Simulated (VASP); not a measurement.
# Ca (Pm-3m) in VASP: further runs

One crystal, Ca, is run at these levels: PBEsol; tasks: single point.

Program: VASP 6.6.1. These are calculated values, not measurements. Logs are shortened: lines on timing, memory, paths and dates and some standing lists are left out, and cuts for length are marked.

### Step 1. The crystal as given

The structure is cubic, space group Pm-3m (No. 221). The conventional cell has a = 3.468 Å, b = 3.468 Å, c = 3.468 Å, α = 90.00°, β = 90.00°, γ = 90.00°. Around Ca (site symmetry m-3m) lie 6 Ca at 3.47 Å.

This isn't the form of Ca at room conditions, which is fcc.

### Step 2. Single point, PBEsol

INCAR reads:

```
ALGO     = Normal         # electronic algorithm
EDIFF    = 1E-6           # SCF threshold, eV
ENCUT    = 520            # plane-wave cutoff, eV
GGA      = PS             # functional
ISIF     = 2              # what is computed and relaxed
ISMEAR   = -1             # smearing method
LASPH    = True           # aspherical terms in the spheres
LCHARG   = True           # write CHGCAR
LELF     = True           # ELF
LREAL    = False          # projectors in reciprocal space
LVHAR    = True         
LWAVE    = False          # write WAVECAR
NBANDS   = 11             # bands
NELM     = 80             # most SCF steps
PREC     = Accurate       # precision mode
SIGMA    = 0.1            # smearing width, eV
```

KPOINTS reads:

```
k-points
0
Gamma
  15 15 15
```

POSCAR reads:

```
Ca
1.0
    3.4684929865      0.0000000000      0.0000000000
    0.0000000000      3.4684929865      0.0000000000
    0.0000000000      0.0000000000      3.4684929865
Ca
1
Direct
    0.0000000000      0.0000000000      0.0000000000
```

Potentials or basis: VASP PAW PBE potentials, release 64 (Ca_sv).

Run with:

```console
> cat potpaw_PBE.64/Ca_sv/POTCAR > POTCAR
> mpirun -np 1 vasp_std > vasp.out
```

OUTCAR:

```text
EDIFF = 1E-6
   ENCUT = 520
   GGA = PS
   ISIF = 2
   ISMEAR = -1
   LASPH = True
   LREAL = False
   NELM = 80
   PREC = Accurate

 ion  position               nearest neighbor table
   1  0.000  0.000  0.000-

  LATTYP: Found a simple cubic cell.
 ALAT       =     3.4684929865

  Lattice vectors:

 A1 = (   3.4684929865,   0.0000000000,   0.0000000000)
 A2 = (   0.0000000000,   3.4684929865,   0.0000000000)
 A3 = (   0.0000000000,   0.0000000000,   3.4684929865)

Analysis of symmetry for initial positions (statically):
=====================================================================
 Subroutine PRICEL returns:
 Original cell was already a primitive cell.

 Routine SETGRP: Setting up the symmetry group for a
 simple cubic supercell.

 Subroutine GETGRP returns: Found 48 space group operations
 (whereof 48 operations were pure point group operations)
 out of a pool of 48 trial point group operations.

The static configuration has the point symmetry O_h .

Analysis of symmetry for dynamics (positions and initial velocities):
=====================================================================
 Subroutine PRICEL returns:
 Original cell was already a primitive cell.

 Routine SETGRP: Setting up the symmetry group for a
 simple cubic supercell.

 Subroutine GETGRP returns: Found 48 space group operations
 (whereof 48 operations were pure point group operations)
 out of a pool of 48 trial point group operations.

The dynamic configuration has the point symmetry O_h .

 Subroutine INISYM returns: Found 48 space group operations
 (whereof 48 operations are pure point group operations),
 and found     1 'primitive' translations

----------------------------------------------------------------------------------------

                                     Primitive cell

  volume of cell :      41.7275

  direct lattice vectors                    reciprocal lattice vectors
     3.468492986  0.000000000  0.000000000     0.288309650  0.000000000  0.000000000
     0.000000000  3.468492986  0.000000000     0.000000000  0.288309650  0.000000000
     0.000000000  0.000000000  3.468492986     0.000000000  0.000000000  0.288309650

  length of vectors
     3.468492986  3.468492986  3.468492986     0.288309650  0.288309650  0.288309650

  position of ions in fractional coordinates (direct lattice)
[... 82 lines left out ...]
   NFREE  =      0    steps in history (QN), initial steepest desc. (CG)
   ISIF   =      2    stress and relaxation
   ISYM   =      2    0-nonsym 1-usesym 2-fastsym
   POTIM  = 0.5000    time-step for ionic-motion
   TEBEG  =    0.0;   TEEND  =   0.0 temperature during run
   PSTRESS=    0.0 pullay stress
   NELECT =      10.0000    total number of electrons
   NUPDOWN=      -1.0000    fix difference up-down
   EMIN   =  10.00;   EMAX   =-10.00  energy-range for DOS
   EFERMI =   0.00;   METHOD = LEGACY
   ISMEAR =    -1;   SIGMA  =   0.10  broadening in eV -4-tet -1-fermi 0-gaus
   EFERMI_NEDOS =   21; number of points for ismear=-14 and -15
   IALGO  =     38    algorithm
   IMIX   =      4    mixing-type and parameters
     AMIX     =   0.40;   BMIX     =  1.00
     AMIX_MAG =   1.60;   BMIX_MAG =  1.00
  volume/ion in A,a.u.               =      41.73       281.59
  Fermi-wavevector in a.u.,A,eV,Ry     =   1.016874  1.921614 14.068882  1.034034
  Thomas-Fermi vector in A             =   2.150243
   LORBIT       =      0    0 simple, 1 ext, 2 COOP (PROOUT), +10 PAW based schemes
   GGA     = PS    functional components
   LHFCALC =     F    Hartree Fock is set to
   AEXX    =    0.0000 exact exchange contribution
   IVDW    =     0    specifies the selected vdW correction
   LEPSILON=     F    determine dielectric tensor
   LRPA    =     F    only Hartree local field effects (RPA)
 non-spin polarized calculation
  energy-cutoff  :      520.00
  volume of cell :       41.73
 maximum number of plane-waves:      1145
 NGX is ok and might be reduce to    28
   NGX = 13   NGY = 13   NGZ = 13

 number of electron      10.0000001 magnetization

 Free energy of the ion-electron system (eV)
  ---------------------------------------------------
  ext. energy  EPLUGINS =         0.00000000
  ---------------------------------------------------
  free energy    TOTEN  =        -1.75672275 eV

  energy without entropy =       -1.72447857  energy(sigma->0) =       -1.74060066

 E-fermi :   1.8365     XC(G=0):  -7.8250

 val. band max:        1.8237124439   @ k =   0.4667   0.2667   0.0000
 cond. band min:       1.8826503469   @ k =   0.4667   0.2667   0.0667
 fundamental gap:      0.0589379031
 Fermi energy:         1.8364567465

 k-point     1 :       0.0000    0.0000    0.0000
  band No.  band energies     occupation
      1     -40.1241      2.00000
      2     -21.0787      2.00000
      3     -21.0787      2.00000
      4     -21.0787      2.00000
      5      -2.0667      2.00000
      6       2.6434      0.00063
      7       2.6434      0.00063
      8       6.0547      0.00000
      9       6.0547      0.00000
     10       6.0547      0.00000
     11      10.6482      0.00000
[... 309 lines left out ...]
 k-point    24 :       0.3333    0.2000    0.0000
  band No.  band energies     occupation
      1     -40.1005      2.00000
      2     -21.2510      2.00000
      3     -21.1449      2.00000
      4     -21.0562      2.00000
      5      -0.0811      2.00000
      6       2.5994      0.00097
      7       3.2909      0.00000
      8       4.5123      0.00000
      9       5.1145      0.00000
     10       5.6969      0.00000
     11       7.7462      0.00000

 [... further k-points ...]

------------------------ aborting loop because EDIFF is reached ----------------------------------------

  FORCE on cell =-STRESS in cart. coord.  units (eV):
  Direction    XX          YY          ZZ          XY          YZ          ZX
  --------------------------------------------------------------------------------------
  -------------------------------------------------------------------------------------
  Total       -0.0153782     -0.0153782     -0.0153782      0.0000000      0.0000000     -0.0000000
  in kB       -0.5904624     -0.5904624     -0.5904624      0.0000000      0.0000000     -0.0000000
  external PRESSURE =      -0.5904624 kB  Pullay stress =       0.0000000 kB

 VOLUME and BASIS-vectors are now :
 -----------------------------------------------------------------------------
  energy-cutoff  :      520.00
  volume of cell :       41.73
      direct lattice vectors                 reciprocal lattice vectors
     3.468492986  0.000000000  0.000000000     0.288309650  0.000000000  0.000000000
     0.000000000  3.468492986  0.000000000     0.000000000  0.288309650  0.000000000
     0.000000000  0.000000000  3.468492986     0.000000000  0.000000000  0.288309650

 POSITION                                       TOTAL-FORCE (eV/Angst)
 -----------------------------------------------------------------------------------
      0.00000      0.00000      0.00000         0.000000      0.000000      0.000000
 -----------------------------------------------------------------------------------
    total drift:                               -0.000000     -0.000000     -0.000000

  FREE ENERGIE OF THE ION-ELECTRON SYSTEM (eV)
  ---------------------------------------------------
  free  energy   TOTEN  =        -1.7567227465 eV

  energy  without entropy=       -1.7244785661  energy(sigma->0) =       -1.74060066
```

OSZICAR:

```text
N       E                     dE             d eps       ncg     rms          rms(c)
DAV:   1     0.673643801033E+02    0.67364E+02   -0.50573E+03  2640   0.825E+02
DAV:   2    -0.119070271707E+00   -0.67483E+02   -0.66864E+02  2952   0.210E+02
DAV:   3    -0.169894569307E+01   -0.15799E+01   -0.15613E+01  3816   0.310E+01
DAV:   4    -0.176801832610E+01   -0.69073E-01   -0.68879E-01  3421   0.507E+00
DAV:   5    -0.176943970028E+01   -0.14214E-02   -0.14209E-02  3710   0.609E-01    0.235E+00
DAV:   6    -0.176122659497E+01    0.82131E-02   -0.76227E-03  3134   0.105E+00    0.141E+00
DAV:   7    -0.175682450025E+01    0.44021E-02   -0.14791E-02  2822   0.147E+00    0.113E-01
DAV:   8    -0.175671484039E+01    0.10966E-03   -0.11999E-03  3024   0.280E-01    0.279E-02
DAV:   9    -0.175672260817E+01   -0.77678E-05   -0.10040E-04  3554   0.932E-02    0.389E-03
DAV:  10    -0.175672274654E+01   -0.13836E-06   -0.45635E-06  3355   0.155E-02
   1 F= -.17567227E+01 E0= -.17406007E+01  d E =-.322442E-01
```

stdout:

```text
POSCAR found type information on POSCAR Ca
 POSCAR found :  1 types and       1 ions
 scaLAPACK will be used
 -----------------------------------------------------------------------------
|                                                                             |
|                                                                             |
|     You enforced a specific xc type in the INCAR file but a different       |
|     I HOPE YOU KNOW WHAT YOU ARE DOING!                                     |
|                                                                             |
 -----------------------------------------------------------------------------

 LDA part: xc-table for (Slater+PW92), standard interpolation
 POSCAR, INCAR and KPOINTS ok, starting setup
 FFT: planning ... GRIDC
 FFT: planning ... GRID_SOFT
 FFT: planning ... GRID
 WAVECAR not read
 entering main loop
```

It took 20 s on 1 thread of Intel Xeon Platinum 8488C (Sapphire Rapids), shared host; peak memory 0.19 GiB.

What came out:

```
Free energy            : -1.7567 eV
Pressure               : -0.1 GPa
Band gap on the k mesh : none (metal or under the smearing width)
```

Caveat: the PAW data sets were made with another functional, which shifts forces and pressure a little.

### Step 3. Single point, PBEsol

This run uses another cell than the first one, of 43.40 Å³/atom, 1.040 times its volume.

INCAR reads:

```
PREC = Accurate
ENCUT = 520
EDIFF = 1E-6
ISMEAR = -1
SIGMA = 0.1
LREAL = F
LASPH = T
NELM = 100
ALGO = Fast
ISIF = 2
LWAVE = F
LCHARG = T
GGA = PS
LELF = T
LVHAR = T
NBANDS = 11
```

KPOINTS reads:

```
regular mesh
0
Gamma
  10 10 10
```

POSCAR reads:

```
Ca
1.0
    3.5141362864      0.0000000000      0.0000000000
    0.0000000000      3.5141362864      0.0000000000
    0.0000000000      0.0000000000      3.5141362864
Ca
1
Direct
    0.0000000000      0.0000000000      0.0000000000
```

Potentials or basis: VASP PAW PBE potentials, release 64 (Ca_sv).

Run with:

```console
> cat potpaw_PBE.64/Ca_sv/POTCAR > POTCAR
> mpirun -np 1 vasp_std > vasp.out
```

Wall time 16 s (1 thread of Intel Xeon Platinum 8488C (Sapphire Rapids), shared host); peak memory 0.16 GiB.

Results (log left out):

```
Free energy            : -1.7556 eV
Pressure               : -0.5 GPa
Band gap on the k mesh : none (metal or under the smearing width)
```

Levels at points of the mesh, in eV from the Fermi level:
| k point | band 2 | band 3 | band 4 | band 5 | band 6 | band 7 | band 8 | band 9 |
| --- | --- | --- | --- | --- | --- | --- | --- | --- |
| (0.00, 0.00, 0.00) | -23.01 | -23.01 | -23.01 | -3.86 | 0.80 | 0.80 | 4.07 | 4.07 |
| (0.50, 0.00, 0.00) | -23.22 | -22.99 | -22.99 | -1.23 | -0.51 | 1.29 | 2.85 | 2.85 |
| (0.50, 0.50, 0.00) | -23.20 | -23.20 | -22.98 | -0.37 | 0.87 | 2.31 | 2.31 | 3.14 |
| (0.50, 0.50, 0.50) | -23.17 | -23.17 | -23.17 | 0.67 | 0.67 | 0.67 | 4.83 | 4.83 |

Caveat: the PAW data sets were made with another functional, which shifts forces and pressure a little.

### Step 4. Single point, PBEsol

This run uses another cell than the first one, of 40.06 Å³/atom, 0.960 times its volume.

INCAR reads:

```
SYSTEM = Ca
PREC = Accurate
ENCUT = 520
EDIFF = 1E-6
ISMEAR = -1
SIGMA = 0.1
LREAL = .False.
LASPH = .True.
NELM = 100
ALGO = Fast
ISIF = 2
LWAVE = .False.
LCHARG = .True.
GGA = PS
LELF = .True.
LVHAR = .True.
NBANDS = 11
```

KPOINTS reads:

```
Automatic mesh
0
Gamma
  10 10 10
  0 0 0
```

POSCAR reads:

```
Ca
1.0
    3.4216157133      0.0000000000      0.0000000000
    0.0000000000      3.4216157133      0.0000000000
    0.0000000000      0.0000000000      3.4216157133
Ca
1
Direct
    0.0000000000      0.0000000000      0.0000000000
```

Run with:

```console
> cat potpaw_PBE.64/Ca_sv/POTCAR > POTCAR
> mpirun -np 1 vasp_std > vasp.out
```

Run time: 14 s. Hardware: 1 thread of Intel Xeon Platinum 8488C (Sapphire Rapids), shared host; peak memory 0.16 GiB.

It converged, with:

| Quantity | Value |
| --- | --- |
| Free energy | -1.7567 eV |
| Pressure | 0.4 GPa |
| Band gap on the k mesh | none (metal or under the smearing width) |

Levels at points of the mesh, in eV from the Fermi level:
| k point | band 1 | band 2 | band 3 | band 4 | band 5 | band 6 | band 7 | band 8 | band 9 | band 10 |
| --- | --- | --- | --- | --- | --- | --- | --- | --- | --- | --- |
| (0.00, 0.00, 0.00) | -41.90 | -22.84 | -22.84 | -22.84 | -3.97 | 0.79 | 0.79 | 4.35 | 4.35 | 4.35 |
| (0.50, 0.00, 0.00) | -41.87 | -23.12 | -22.82 | -22.82 | -1.19 | -0.47 | 1.33 | 3.00 | 3.00 | 4.47 |
| (0.50, 0.50, 0.00) | -41.85 | -23.08 | -23.08 | -22.79 | -0.50 | 0.97 | 2.57 | 2.57 | 3.32 | 3.32 |
| (0.50, 0.50, 0.50) | -41.82 | -23.05 | -23.05 | -23.05 | 0.63 | 0.63 | 0.63 | 5.18 | 5.18 | 5.84 |

Caveat: the PAW data sets were made with another functional, which shifts forces and pressure a little.

### Step 5. Overview

| cell | k mesh | gap on the mesh (eV) | pressure (GPa) |
| --- | --- | --- | --- |
| Pm-3m, 41.73 Å³/atom | 15 × 15 × 15 | none | -0.1 |
| Pm-3m, 43.4 Å³/atom | 10 × 10 × 10 | none | -0.5 |
| Pm-3m, 40.06 Å³/atom | 10 × 10 × 10 | none | 0.4 |

Alike in all rows: task single point; level PBEsol; potentials or basis VASP PAW PBE potentials, release 64 (Ca_sv); no spin polarisation; cutoff (eV) 520; smearing fermi-dirac 0.1 eV.

Every run on the cell as given and a fine mesh finds a metal.

Caveats: the PAW data sets were made with another functional, which shifts forces and pressure a little.

Total energies depend on the potentials used, so only differences within one code and one set of settings carry meaning.
